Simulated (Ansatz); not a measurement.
# LiF: the band gap up the ladder of functionals

An exercise on one series of results from a longer session: the logs are not shown, and one member is left open.

Code: Ansatz 0.2.0. PAW datasets, plane waves. Calculated at 0 K for a non-magnetic cell.

## The system as given

The cell was relaxed beforehand with r2SCAN.

Space group Fm-3m (No. 225), cubic; a = 3.990 Å in the conventional setting, 7.94 Å³ an atom. Li has 6 F at 1.99 Å; F has 6 Li at 1.99 Å.

As a file:

```xyz
2
Lattice="0.0000 1.9949 1.9949 1.9949 0.0000 1.9949 1.9949 1.9949 0.0000" Properties=species:S:1:pos:R:3 pbc="T T T"
Li    0.0000    0.0000    0.0000
F     1.9949    1.9949    1.9949
```

Set-up of the first run:

input.yaml reads:

```yaml
crystal:
  lattice:
    - [0.0, 1.9948691812, 1.9948691812]
    - [1.9948691812, 0.0, 1.9948691812]
    - [1.9948691812, 1.9948691812, 0.0]
  atoms:
    - { symbol: Li, position: [0.0, 0.0, 0.0] }
    - { symbol: F, position: [0.5, 0.5, 0.5] }
kpoints:
  mp_grid: { grid: [10, 10, 10] }
  band_path:
    path:
      - [[0.0, 0.0, 0.0], [0.5, -3.33647428142e-34, 0.5], [0.625, 0.25, 0.625]]
      - [[0.375, 0.375, 0.75], [0.0, 0.0, 0.0], [0.5, 0.5, 0.5], [0.5, 0.25, 0.75], [0.5, -3.33647428142e-34, 0.5]]
    npoints: 10
hamiltonian:
  xc: pbe
scf:
  occupations: { method: fermi_dirac, width: 0.02 }
  n_extra_bands: 4
output:
  forces: true
  stress: true
  eigenvalues: true
```

Launch:

```sh
> ansatz run input.yaml --threads 1 --pin off --max-ram 2304MiB --backend cpu --events-out ev --progress --plain --runs-dir out
```

Among the steps run: PBE bands along the symmetry lines; r2SCAN at the same geometry; HSE06 at the same geometry; PBE0 at the same geometry; LDA at the same geometry; Quasiparticle levels, G0W0@PBE; DDH-PBE0 at the same geometry; r2SCANh; Single point with LC-ωPBE.

One table of the session follows, with a row left open; its other results are not shown here.

```
                     level  gap (eV)
                       PBE      9.35
                    r2SCAN     10.33
                     HSE06     11.67
                      PBE0     12.43
                       LDA      9.10
 G0W0@PBE (47 empty bands)         ?
G0W0@PBE (117 empty bands)     13.76
                  DDH-PBE0     15.38
                   r2SCANh     11.42
                   LC-ωPBE     17.53
```

Q: Estimate the row for G0W0@PBE (47 empty bands) from the others.

**Answer.** gap (eV): 13.50. In the column «gap (eV)» it lies between PBE0 (12.43) and G0W0@PBE (117 empty bands) (13.76).

Meshes: PBE 10×10×10, r2SCAN 10×10×10, HSE06 8×8×8, PBE0 8×8×8, LDA 10×10×10, DDH-PBE0 8×8×8, r2SCANh 8×8×8, LC-ωPBE 8×8×8.

What this shows: The gap runs from 9.10 eV (LDA) to 17.53 eV (LC-ωPBE). Against G0W0@PBE, PBE is short by 4.41 eV, at 68 % of it, and r2SCAN 75 %. PBE0 lies 0.76 eV above HSE06, which differs from it by screening the long-range exchange. G0W0 here is at a finite number of bands, screening cutoff and k mesh, not at the basis limit.

To keep in mind: Warnings in the runs' records: stress exchange threshold loose, stress scf threshold loose.
